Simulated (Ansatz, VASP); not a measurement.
One calculation of Cu3Au (Auricupride), two programs

```
Au Cu
1.0
     3.74000    0.00000    0.00000
     0.00000    3.74000    0.00000
     0.00000    0.00000    3.74000
Au Cu
1 3
Direct
  0.00000 0.00000 0.00000
  0.50000 0.50000 0.00000
  0.50000 0.00000 0.50000
  0.00000 0.50000 0.50000
```

Alike in both runs: task relaxation of cell and atoms; functional PBE; k mesh 7 × 7 × 7; occupations fermi-dirac, width 0.05 eV; no spin polarisation.

|  | VASP | Ansatz |
| --- | --- | --- |
| version | VASP 6.6.1 | Ansatz 0.2.0 |
| potentials or method | VASP PAW PBE potentials, release 64 (Au, Cu) | Ansatz PAW |
| plane-wave cutoff (eV) | 580 | 420 |
| valence electrons in the cell | 44 | 76 |

|  | VASP | Ansatz | Ansatz less VASP |
| --- | --- | --- | --- |
| gap on the k mesh at the Fermi level, each at its own relaxed structure (eV) | none | none | - |
| relaxed volume (Å³/atom) | 13.53 | 13.50 | -0.028 |
| relaxed cell length with the largest relative difference (Å) | 3.783 | 3.780 | -0.0027 |
| energy change over the relaxation (meV/atom) | -7 | -6 | +0.8 |

A gap of «none» marks a metal or a gap that the smearing closes. The two sets of potentials don't hold the same shells in valence.

Caveats: the plane-wave basis is chosen anew once the cell has moved, so the energies of steps on either side of that aren't comparable (Ansatz). The runs have no spin-orbit coupling, so splittings on Au are missing. Zero-point motion and thermal expansion aren't in these numbers. PBE usually gives volumes a little too large and moduli too small.
